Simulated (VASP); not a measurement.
# BN (P6_3/mmc) in VASP: dielectric tensor with PBE+D3(BJ)

Aim: the dielectric tensor of BN with PBE+D3(BJ).

All numbers are computed with VASP 6.6.1; they aren't measurements. Logs are shortened: lines on timing, memory, paths and dates and some standing lists are left out, and cuts for length are marked.

### Step 1. The structure

Symmetry: P6_3/mmc, No. 194, hexagonal system. Conventional cell: a = 2.506 Å, b = 2.506 Å, c = 6.560 Å, α = 90.00°, β = 90.00°, γ = 120.00°. B (site symmetry -6m2) is surrounded by 3 N at 1.45 Å. N (site symmetry -6m2) has 3 B at 1.45 Å as nearest neighbours.

### Step 2. Dielectric tensor, PBE+D3(BJ)

Input file INCAR:

```
SYSTEM = BN
PREC = Accurate ; ENCUT = 700
EDIFF = 1E-7 ; ISMEAR = 0
SIGMA = 0.02 ; LREAL = .False.
LASPH = .True. ; NELM = 80
ALGO = Normal ; ISIF = 2
LWAVE = .False. ; LCHARG = .False.
GGA = PE ; IVDW = 12
LEPSILON = .True. ; KPAR = 4
```

Input file KPOINTS:

```
Automatic mesh
0
Gamma
  15 15 6
  0 0 0
```

Input file POSCAR:

```
BN                                      
1.0
    2.5064631375      0.0000000000      0.0000000000
   -1.2532315688      2.1706607459      0.0000000000
    0.0000000000      0.0000000000      6.5603082532
  B               N             
     2     2
Direct
     0.3333333300000021    0.6666666699999979    0.2500000000000000
     0.6666666699999979    0.3333333300000021    0.7500000000000000
     0.3333333300000021    0.6666666699999979    0.7500000000000000
     0.6666666699999979    0.3333333300000021    0.2500000000000000
```

Potentials or basis: VASP PAW PBE potentials, release 64 (B, N).

Run with:

```sh
cat potpaw_PBE.64/B/POTCAR potpaw_PBE.64/N/POTCAR > POTCAR
mpirun -np 4 vasp_std > vasp.out
```

OUTCAR:

```text
SYSTEM = BN
   PREC = Accurate
   ENCUT = 700
   EDIFF = 1E-7
   ISMEAR = 0
   LREAL = .False.
   LASPH = .True.
   NELM = 80
   ISIF = 2
   GGA = PE
   IVDW = 12
   LEPSILON = .True.
 IVDW          = 12

 ion  position               nearest neighbor table
   1  0.333  0.667  0.250-   4 1.45   4 1.45   4 1.45
   2  0.667  0.333  0.750-   3 1.45   3 1.45   3 1.45
   3  0.333  0.667  0.750-   2 1.45   2 1.45   2 1.45
   4  0.667  0.333  0.250-   1 1.45   1 1.45   1 1.45

  LATTYP: Found a hexagonal cell.
 ALAT       =     2.5064631375
 C/A-ratio  =     2.6173567666

  Lattice vectors:

 A1 = (   2.5064631375,   0.0000000000,   0.0000000000)
 A2 = (  -1.2532315688,   2.1706607459,   0.0000000000)
 A3 = (   0.0000000000,   0.0000000000,   6.5603082532)

Analysis of symmetry for initial positions (statically):
=====================================================================
 Subroutine PRICEL returns:
 Original cell was already a primitive cell.

 Routine SETGRP: Setting up the symmetry group for a
 hexagonal supercell.

 Subroutine GETGRP returns: Found 24 space group operations
 (whereof 12 operations were pure point group operations)
 out of a pool of 24 trial point group operations.

The static configuration has the point symmetry D_3d.
 The point group associated with its full space group is D_6h.

Analysis of symmetry for dynamics (positions and initial velocities):
=====================================================================
 Subroutine PRICEL returns:
 Original cell was already a primitive cell.

 Routine SETGRP: Setting up the symmetry group for a
 hexagonal supercell.

 Subroutine GETGRP returns: Found 24 space group operations
 (whereof 12 operations were pure point group operations)
 out of a pool of 24 trial point group operations.

The dynamic configuration has the point symmetry D_3d.
 The point group associated with its full space group is D_6h.

 Subroutine INISYM returns: Found 24 space group operations
 (whereof 12 operations are pure point group operations),
 and found     1 'primitive' translations

----------------------------------------------------------------------------------------

                                     Primitive cell

  volume of cell :      35.6925

  direct lattice vectors                    reciprocal lattice vectors
     2.506463137  0.000000000  0.000000000     0.398968565  0.230344609  0.000000000
    -1.253231569  2.170660746  0.000000000     0.000000000  0.460689217  0.000000000
     0.000000000  0.000000000  6.560308253     0.000000000  0.000000000  0.152431862

  length of vectors
     2.506463137  2.506463133  6.560308253     0.460689217  0.460689217  0.152431862

  position of ions in fractional coordinates (direct lattice)
     0.333333330  0.666666670  0.250000000
     0.666666670  0.333333330  0.750000000
     0.333333330  0.666666670  0.750000000
     0.666666670  0.333333330  0.250000000

  ion indices of the primitive-cell ions
   primitive index   ion index
                 1           1
                 2           2
                 3           3
                 4           4

----------------------------------------------------------------------------------------

 KPOINTS: Automatic mesh

Automatic generation of k-mesh.
 Grid dimensions read from file:
 generate k-points for:   15   15    6

 Generating k-lattice:

  Cartesian coordinates                     Fractional coordinates (reciprocal lattice)
     0.026597904  0.015356307  0.000000000     0.066666667  0.000000000  0.000000000
     0.000000000  0.030712614  0.000000000     0.000000000  0.066666667  0.000000000
     0.000000000  0.000000000  0.025405310     0.000000000  0.000000000  0.166666667
[... 95 lines left out ...]

--------------------------------------- Ionic step        1  -------------------------------------------

 number of electron      15.9999999 magnetization

 E-fermi :   2.5649     XC(G=0): -10.1445

 val. band max:        2.3963385028   @ k =   0.3333   0.2667   0.0000
 cond. band min:       6.6583682726   @ k =   0.4667   0.0667   0.0000
 fundamental gap:      4.2620297698
 Fermi energy:         2.5649356434

 k-point     1 :       0.0000    0.0000    0.0000
  band No.  band energies     occupation
      1     -15.4362      2.00000
      2     -15.1134      2.00000
      3      -3.8958      2.00000
      4      -1.6404      2.00000
      5       1.0236      2.00000
      6       1.0236      2.00000
      7       1.0655      2.00000
      8       1.0655      2.00000
      9       7.6981      0.00000
     10      12.8089      0.00000
     11      13.8820      0.00000
     12      13.9077      0.00000
[... 331 lines left out ...]
 k-point    24 :       0.4000    0.2000    0.0000
  band No.  band energies     occupation
      1     -11.8949      2.00000
      2     -11.8332      2.00000
      3      -6.0928      2.00000
      4      -5.9986      2.00000
      5      -3.5799      2.00000
      6      -3.4951      2.00000
      7       1.4989      2.00000
      8       2.2946      2.00000
      9       6.9369      0.00000
     10       7.7689      0.00000
     11      14.1087      0.00000
     12      14.3716      0.00000

 [... further k-points ...]

  FORCE on cell =-STRESS in cart. coord.  units (eV):
  Direction    XX          YY          ZZ          XY          YZ          ZX
  --------------------------------------------------------------------------------------
  -------------------------------------------------------------------------------------
  Total       0.00101     0.00101    -0.00228    -0.00000    -0.00000     0.00000
  in kB       0.04531     0.04531    -0.10212    -0.00000    -0.00000     0.00000
  external pressure =       -0.00 kB  Pullay stress =        0.00 kB

 VOLUME and BASIS-vectors are now :
 -----------------------------------------------------------------------------
  energy-cutoff  :      700.00
  volume of cell :       35.69
      direct lattice vectors                 reciprocal lattice vectors
     2.506463137  0.000000000  0.000000000     0.398968565  0.230344609  0.000000000
    -1.253231569  2.170660746  0.000000000     0.000000000  0.460689217  0.000000000
     0.000000000  0.000000000  6.560308253     0.000000000  0.000000000  0.152431862

 POSITION                                       TOTAL-FORCE (eV/Angst)
 -----------------------------------------------------------------------------------
     -0.00000      1.44711      1.64008        -0.000000     -0.000000      0.000000
      1.25323      0.72355      4.92023        -0.000000     -0.000000      0.000000
     -0.00000      1.44711      4.92023        -0.000000      0.000000      0.000000
      1.25323      0.72355      1.64008         0.000000      0.000000      0.000000
 -----------------------------------------------------------------------------------
    total drift:                               -0.000002      0.000001      0.000000

  FREE ENERGIE OF THE ION-ELECTRON SYSTEM (eV)
  ---------------------------------------------------
  free  energy   TOTEN  =       -35.7330204963 eV

  energy  without entropy=      -35.7330204963  energy(sigma->0) =      -35.73302050

 HEAD OF MICROSCOPIC STATIC DIELECTRIC TENSOR (INDEPENDENT PARTICLE, excluding Hartree and local field effects)
 ------------------------------------------------------
           4.887421    -0.000000     0.000000
          -0.000000     4.887421    -0.000000
           0.000000     0.000000     3.066146
 ------------------------------------------------------

 Free energy of the ion-electron system (eV)
  ---------------------------------------------------
  ---------------------------------------------------
  free energy    TOTEN  =        -0.40000666 eV

  energy without entropy =       -0.40000666

------------------------ aborting loop because EDIFF is reached ----------------------------------------

 Edisp (eV)   -0.57185

 E8    (eV) :    -0.1677
[... 7 lines left out ...]
 E8    (eV) :    -0.1677

--------------------------------------- Ionic step        3  -------------------------------------------

 Free energy of the ion-electron system (eV)
  ---------------------------------------------------
  ---------------------------------------------------
  free energy    TOTEN  =        -0.19224355 eV

  energy without entropy =       -0.19224355

------------------------ aborting loop because EDIFF is reached ----------------------------------------

 Edisp (eV)   -0.57185

 E8    (eV) :    -0.1677

 PIEZOELECTRIC TENSOR FIELD DIRECTION 3  (e Angst)
 -----------------------------------------------------------------------------
    -0.00036  0.00000  0.00000           ( -0.00000  0.00000  0.00000)
     0.00000 -0.00036 -0.00000           (  0.00000 -0.00000  0.00000)
     0.00000  0.00000  0.00038           (  0.00000  0.00000 -0.00001)

 PIEZOELECTRIC TENSOR FIELD DIRECTION 3  (C/m^2)
 -----------------------------------------------------------------------------
    -0.00016  0.00000  0.00000
     0.00000 -0.00016 -0.00000
     0.00000  0.00000  0.00017

 MACROSCOPIC STATIC DIELECTRIC TENSOR (including local field effects in DFT)
 ------------------------------------------------------
           4.796736    -0.000000     0.000000
          -0.000000     4.796736    -0.000000
          -0.000000     0.000000     2.750559
 ------------------------------------------------------

 PIEZOELECTRIC TENSOR (including local field effects)  for field in x, y, z        (e  Angst)
          XX          YY          ZZ          XY          YZ          ZX
  --------------------------------------------------------------------------------
  x     0.00000     0.00000     0.00000     0.00000     0.00000     0.00000
  y     0.00000     0.00000     0.00000     0.00000     0.00000     0.00000
  z     0.00000     0.00000     0.00000     0.00000     0.00000     0.00000

 PIEZOELECTRIC TENSOR (including local field effects)  for field in x, y, z        (C/m^2)
          XX          YY          ZZ          XY          YZ          ZX
  --------------------------------------------------------------------------------
  x     0.00000     0.00000     0.00000     0.00000     0.00000     0.00000
  y     0.00000     0.00000     0.00000     0.00000     0.00000     0.00000
  z     0.00000     0.00000     0.00000     0.00000     0.00000     0.00000

 BORN EFFECTIVE CHARGES (including local field effects) (in |e|, cummulative output)
 ---------------------------------------------------------------------------------
 ion    1
    1     2.71409    -0.00000     0.00000
    2    -0.00000     2.71409     0.00000
    3     0.00000     0.00000     0.77358
 ion    2
    1     2.71409    -0.00000     0.00000
    2    -0.00000     2.71409     0.00000
    3     0.00000     0.00000     0.77358
 ion    3
    1    -2.71409     0.00000     0.00000
    2     0.00000    -2.71409     0.00000
    3     0.00000    -0.00000    -0.77358
 ion    4
    1    -2.71409     0.00000     0.00000
    2     0.00000    -2.71409     0.00000
    3     0.00000     0.00000    -0.77358
```

It took 2.1 min on 4 MPI ranks of Intel Xeon Platinum 8375C at 2.90GHz (Ice Lake), shared host; peak memory 0.54 GiB.

What came out:

```yaml
Band_gap_on_the_k_mesh: 4.26 eV, indirect (least direct gap 4.63 eV)
Electronic_dielectric_tensor_diagonal: 4.80, 4.80, 2.75
Born_charges_mean_of_the_diagonal: B +2.07; N -2.07 e
Dispersion_energy_per_atom: -0.143 eV
```

Electronic dielectric tensor:
```
4.80 0.00 0.00
0.00 4.80 0.00
0.00 0.00 2.75
```

Born effective charge tensors (e):
atom 1, B
```
2.71 0.00 0.00
0.00 2.71 0.00
0.00 0.00 0.77
```
atom 2, B
```
2.71 0.00 0.00
0.00 2.71 0.00
0.00 0.00 0.77
```
atom 3, N
```
-2.71  0.00  0.00
 0.00 -2.71  0.00
 0.00  0.00 -0.77
```
atom 4, N
```
-2.71  0.00  0.00
 0.00 -2.71  0.00
 0.00  0.00 -0.77
```

Caveat: an odd mesh through Γ misses points on the zone boundary, where band edges often lie.
